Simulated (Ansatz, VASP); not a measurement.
## ZnS in VASP and in Ansatz

Contents of POSCAR:

```
ZnS
1.0
    0.0000000000      2.6472086969      2.7502548155
    2.6472086969      0.0000000000      2.7502548155
    2.6472086969      2.6472086969      0.0000000000
Zn S
1 1
Direct
    0.0000000000      0.0000000000      0.0000000000
    0.2500000000      0.2500000000      0.2500000000
```

File INCAR.step1:

```
  ALGO = Normal
  EDIFF = 1E-4
  ENCUT = 520
  GGA = PE
  ISMEAR = 0
  LASPH = T
  LCHARG = F
  LREAL = F
  LWAVE = T
  NBANDS = 16
  NELM = 100
  PREC = Accurate
  SIGMA = 0.01
```

Contents of INCAR.step2:

```
  ALGO = Normal
  EDIFF = 1E-6
  ENCUT = 520
  ISIF = 2
  ISMEAR = 0
  ISTART = 1
  LASPH = T
  LCHARG = F
  LMIXTAU = T
  LREAL = F
  LWAVE = F
  METAGGA = R2SCAN
  NBANDS = 16
  NELM = 100
  PREC = Accurate
  SIGMA = 0.01
```

Contents of KPOINTS:

```
k-points
0
Gamma
  8 8 8
```

Input for Ansatz:

```yaml
crystal:
  lattice:
    - [0.0, 2.6472086969, 2.7502548155]
    - [2.6472086969, 0.0, 2.7502548155]
    - [2.6472086969, 2.6472086969, 0.0]
  atoms:
    - { symbol: Zn, position: [0.0, 0.0, 0.0] }
    - { symbol: S, position: [0.25, 0.25, 0.25] }
kpoints:
  mp_grid: { grid: [8, 8, 8] }
  band_path:
    path:
      - [0.0, 0.0, 0.0]
      - [-0.5, -0.5, 0.0]
      - [-0.375, -0.375, 0.25]
      - [-0.375, 0.0, 0.375]
      - [0.0, 0.0, 0.5]
      - [-0.5, -0.25, 0.25]
    npoints: 1
hamiltonian:
  xc: r2scan
scf:
  occupations: { method: fixed }
  n_extra_bands: 4
output:
  forces: true
  stress: true
  eigenvalues: true
```

Change from the starting cell: epitaxial_xy strain -1.7%.

Alike in both runs: task single point; functional r2SCAN; k mesh 8 × 8 × 8; no spin polarisation.

```csv
,VASP,Ansatz
version,VASP 6.6.1,Ansatz 0.2.0
potentials or method,"VASP PAW PBE potentials, release 64 (Zn, S)","plane waves, PAW"
plane-wave cutoff (eV),520,500
occupations,"gaussian, width 0.01 eV",fixed
valence electrons in the cell,18,18
```

Ansatz gave:

- gap on the k mesh at the Fermi level (eV): 2.72
- pressure (GPa): 1.2
- largest component of the traceless stress (GPa): 1.18

Question: Which values does VASP return?

Answer: gap on the k mesh at the Fermi level (eV): 2.73; pressure (GPa): 1.2; largest component of the traceless stress (GPa): 1.15.

Caveats: the PAW data sets were made with another functional, which shifts forces and pressure a little (VASP).
